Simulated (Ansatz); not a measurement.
A plane-wave DFT run in Ansatz 0.2.0 (scalar-relativistic PAW potentials unless the input names others): input and command.

```yaml
crystal:
  lattice:
    - [3.1957399074, 0.0, 0.0]
    - [-1.5978699537, 2.7675919437, 0.0]
    - [0.0, 0.0, 5.1862974876]
  atoms:
    - { symbol: Cd, position: [0.3333333333, 0.6666666667, 0.25] }
    - { symbol: Cd, position: [0.6666666667, 0.3333333333, 0.75] }
kpoints:
  mp_grid: { grid: [21, 21, 10] }
hamiltonian:
  xc: revpbe
scf:
  occupations: { method: gaussian, width: 0.3 }
output:
  forces: true
  eigenvalues: true
  stress: true
```

```bash
ansatz run input.yaml --threads 1 --pin off --max-ram 1331MiB --backend cpu --events-out ev --progress --plain --runs-dir out
```

Abridged log:
```
Pseudopotentials: kind: paw
Pseudopotential: Cd, paw, valence charge 20, recommended cutoff 420 eV (normal)
Functional definition: revPBE
Crystal: 2 atoms, lattice volume = 45.870 Å³
Basis set: ecut = 420 eV, 917 PW (Γ), exchange–correlation on 48×48×72 points (8 copies of the dense FFT grid, shifted against one another)
Bands: 24, of which v1, the nominal top of the filled ones, is band 20 counted from 1 (19 counted from 0)
Symmetry: 24 space group operations
Space group: P63/mmc (ITA 194), of the structure as read, at distance tolerance 3.6e-5 Å
k-points: 288 of 4410
Initial density: superposition of atomic densities (neutral atoms: chi_scale 0, normalization atom), corrected by the library's trained network
Initial wavefunctions: pseudopotential atomic-orbital guess
Functional: x = revpbe(κ = 1.245, μ = 0.21951497), c = pbe(β = 0.06672455)
SCF iter   1: F=—  HF=-16520.616363 eV  |F-HF|=—  |Δ(HF+E_count)|=         —  Δρ=3.05e-3  dr2=3.30e-3  ethr=1.77e-3  ⟨swp⟩=4.5  Hψ=24929  notcnv=0
SCF iter   2: F=—  HF=-16520.615984 eV  |F-HF|=—  |Δ(HF+E_count)|=   3.79e-4  Δρ=1.07e-3  dr2=4.05e-4  ethr=8.24e-6  ⟨swp⟩=2.7  Hψ=14202  notcnv=0
SCF iter   3: F=—  HF=-16520.615995 eV  |F-HF|=—  |Δ(HF+E_count)|=   1.08e-5  Δρ=3.79e-4  dr2=3.53e-5  ethr=1.01e-6  ⟨swp⟩=2.0  Hψ=10366  notcnv=0
SCF iter   4: F=—  HF=-16520.616038 eV  |F-HF|=—  |Δ(HF+E_count)|=   4.31e-5  Δρ=5.88e-5  dr2=1.55e-6  ethr=8.83e-8  ⟨swp⟩=2.2  Hψ=10310  notcnv=0
SCF iter   5: F=-16520.616039 eV  HF=-16520.616039 eV  |F-HF|=5.73e-9  |Δ(HF+E_count)|=   9.90e-7  Δρ=1.12e-5  dr2=6.12e-8  ethr=3.88e-9  ⟨swp⟩=2.4  Hψ=10230  notcnv=0
SCF iter   6: F=-16520.616039 eV  HF=-16520.616039 eV  |F-HF|=4.00e-11  |Δ(HF+E_count)|=  6.91e-10  Δρ=3.30e-6  dr2=3.48e-9  ethr=1.53e-10  ⟨swp⟩=2.1  Hψ=22902  notcnv=0
SCF 1 converged in 6 iterations: F = -16520.616039 eV  dr2 = 3.48e-9
SCF converged after 6 iterations
Free energy (F): -16520.616039 eV
Harris-Foulkes:  -16520.616039 eV  (|F-HF|=4.00e-11)
Internal energy: -16520.583141 eV  (E = F + TS)
E sigma→0 (E₀):  -16520.599590 eV
Entropy (-TS):   -0.032898 eV (-16.449 meV/atom)
Fermi energy:    13.733100 eV
--- Forces (eV/Å), atoms counted from 1 ---
  atom   1  Cd     0.00000000     0.00000000     0.00000000
  atom   2  Cd     0.00000000     0.00000000     0.00000000
--- Stress (GPa, compression-positive) ---
        0.940789       0.000000       0.000000
        0.000000       0.940789       0.000000
        0.000000       0.000000       1.840066
  P = ⅓ Tr σ = 1.2405 GPa (12.405 kbar)
```

Apart from outputs, empty bands and the relaxation, which only the reference makes, the input differs from a reference run on usual settings in hamiltonian.xc: "pbe" → "revpbe"; scf.occupations.width: 0.1 → 0.3; basis.ecutwfc: 420 → not typed. The reference, at the same geometry, ended its own course with pressure -0.53 GPa, largest force 0.000 eV/Å, no gap on the mesh. This run converged in 6 SCF iterations with a total energy on another zero, pressure 1.24 GPa, largest force 0.000 eV/Å, no gap on the mesh. Its smearing width is looser than usual. The Hamiltonian differs as well, so the change in the result can't be put down to that alone.